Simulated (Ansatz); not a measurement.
SnSe: random displacements

Computed with Ansatz, DFT r2SCAN, scalar-relativistic, plane waves, PAW. Settings: plane waves to 520 eV, k-mesh 6×6×4 (Γ-centred), Gaussian smearing 0.05 eV. No spin polarisation. Energies are free energies at this smearing, counted from the undisturbed cell; pressure is positive in compression.

The undisturbed cell (as given, not relaxed at this level; this form isn't the usual structure):

```xyz
4
Lattice="4.2853 0.0000 0.0000 0.0000 4.2853 0.0000 0.0000 0.0000 10.9907" Properties=species:S:1:pos:R:3 pbc="T T T"
Sn    2.1427    0.0000    4.0911
Sn    0.0000    2.1427    6.8996
Se    2.1427    0.0000    6.7707
Se    0.0000    2.1427    4.2200
```

The cell holds layers and no dispersion correction was added, so their binding is poorly described.

The atoms are displaced (Å, in the unstrained cell):

| atom | ux | uy | uz |
| --- | --- | --- | --- |
| Sn1 | -0.589 | 0.236 | -0.161 |
| Sn2 | 0.511 | 0.205 | 0.314 |
| Se3 | -0.194 | -0.211 | -0.019 |
| Se4 | 0.272 | -0.230 | -0.134 |

Strain (Voigt, engineering shear): (-0.0085, 0.0068, 0.0033, 0.0488, 0.0093, -0.0016).

Question: What are the energy change, the stress and the forces?

Answer: ΔE = 750.2 meV/atom; stress (xx, yy, zz, yz, xz, xy; compression positive) (9.20, 14.90, 0.17, -0.25, -1.59, -3.08) GPa; gap on the mesh 1.01 eV.
```tsv
atom	Fx (eV/Å)	Fy	Fz
Sn1	5.84	-6.41	-1.07
Sn2	-3.03	-2.98	0.43
Se3	3.16	2.84	-0.47
Se4	-5.97	6.55	1.11
```

Cost: 1 run of about 0.93 core-minutes, on Intel Xeon 6975P-C (Granite Rapids) (shared hosts).